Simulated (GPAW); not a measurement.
Here is a GPAW 26.7.0 calculation.

run.py

```python
from ase.calculators.mixing import SumCalculator
from ase.eos import EquationOfState
from ase.io import Trajectory, read
from ase.units import GPa
from dftd4.ase import DFTD4
from gpaw import GPAW, PW

atoms = read('HgTe.xyz')

traj = Trajectory('eos.traj', 'w')
volumes, energies = [], []
for x in [0.94, 0.96, 0.98, 1.0, 1.02, 1.04, 1.06]:
    a = atoms.copy()
    a.set_cell(atoms.cell * x**(1 / 3), scale_atoms=True)
    calc = GPAW(mode=PW(600),
                xc='RPBE',
                kpts={'size': (6, 6, 6), 'gamma': True},
                occupations={'name': 'fermi-dirac', 'width': 0.05},
                nbands=18,
                convergence={'density': 1e-05, 'energy': 1e-05},
                maxiter=150,
                txt=f'eos-{x:.2f}.txt')
    a.calc = SumCalculator([calc, DFTD4(method='rpbe')])
    energies.append(a.get_potential_energy())
    volumes.append(a.get_volume())
    p = -a.get_stress()[:3].mean() / GPa
    calc.write(f'eos-{x:.2f}.gpw')
    traj.write(a)
    print(f'{x:.2f} {volumes[-1]:10.4f} A^3 {energies[-1]:14.6f} eV {p:9.3f} GPa', flush=True)

v0, e0, B = EquationOfState(volumes, energies, eos='birchmurnaghan').fit()
print(f'V0 = {v0:.4f} A^3, E0 = {e0:.6f} eV, B0 = {B / GPa:.2f} GPa')
```

HgTe.xyz

```xyz
2
Lattice="0.0000000000 3.2145000000 3.2145000000 3.2145000000 0.0000000000 3.2145000000 3.2145000000 3.2145000000 0.0000000000" Properties=species:S:1:pos:R:3 pbc="T T T"
Hg     0.0000000000      0.0000000000      0.0000000000
Te     4.8217500000      4.8217500000      4.8217500000
```

Potentials or basis: the program's PAW data sets (release 1.2.1) made for this functional, pw.

Run with:

```console
$ OMP_NUM_THREADS=1 python run.py
```

**Question.** Predict the bulk modulus.

**Answer.** 38 GPa.

**Question.** Predict the pressure derivative of the bulk modulus.

**Answer.** 5.3.

**Question.** Estimate the equilibrium volume.

**Answer.** 35.05 Å³/atom.

Energy against volume, from the lowest point:
| volume (Å³/atom) | energy (meV/atom) |
| --- | --- |
| 31.223 | 63.40 |
| 31.887 | 41.41 |
| 32.551 | 24.73 |
| 33.215 | 12.76 |
| 33.880 | 4.95 |
| 34.544 | 0.81 |
| 35.208 | 0.00 |

Spin-orbit coupling is left out, which matters for the levels of Hg, Te.

**Experimental background.**

From a printed reference work, monograph, for a bulk crystal of HgTe: bulk modulus 43 GPa.

Measured bulk modulus of HgTe: 43 GPa (a printed reference work, monograph). This calculation gives 38 GPa (-11.4 %). The fit is for a static lattice scaled at fixed shape and fixed fractional positions.
